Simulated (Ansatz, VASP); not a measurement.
**One calculation of CO2, two programs**

```
C O
1.0
     5.23539    0.00000    0.00000
     0.00000    5.23539    0.00000
     0.00000    0.00000    5.23539
C O
4 8
Direct
  0.00000 0.00000 0.00000
  0.50000 0.00000 0.50000
  0.50000 0.50000 0.00000
  0.00000 0.50000 0.50000
  0.12841 0.12841 0.12841
  0.37159 0.87159 0.62841
  0.62841 0.37159 0.87159
  0.87159 0.62841 0.37159
  0.87159 0.87159 0.87159
  0.62841 0.12841 0.37159
  0.37159 0.62841 0.12841
  0.12841 0.37159 0.62841
```

Alike in both runs: functional PBEsol; k mesh 4 × 4 × 4; occupations gaussian, width 0.1 eV; no spin polarisation.

Ansatz relaxed the structure, and its values are those at the end. VASP's run is a single point on that final structure, the one shown.

|  | VASP | Ansatz |
| --- | --- | --- |
| version | VASP 6.6.1 | Ansatz 0.2.0 |
| potentials or method | VASP PAW PBE potentials, release 64 (C, O) | scalar-relativistic, plane waves, PAW |
| plane-wave cutoff (eV) | 520 | 420 |
| valence electrons in the cell | 64 | 64 |

|  | VASP | Ansatz | Ansatz less VASP |
| --- | --- | --- | --- |
| gap on the k mesh at the Fermi level (eV) | 6.94 | 6.97 | +0.031 |
| least direct gap on the mesh (eV) | 6.94 | 6.97 | +0.031 |
| pressure (GPa) | 5.6 | 3.5 | -2.08 |
| rms of the force components (eV/Å) | 0.342 | 0.006 | -0.3359 |

One of these differences is far larger than is usual between the two programs; its cause wasn't traced.

Caveats: the standard files for N, O and F lose accuracy on very short bonds; the PAW data sets were made with another functional, which shifts forces and pressure a little (VASP). A k mesh can miss the band edges. Expect the measured gap to be larger: semilocal functionals such as PBEsol lack the derivative discontinuity.
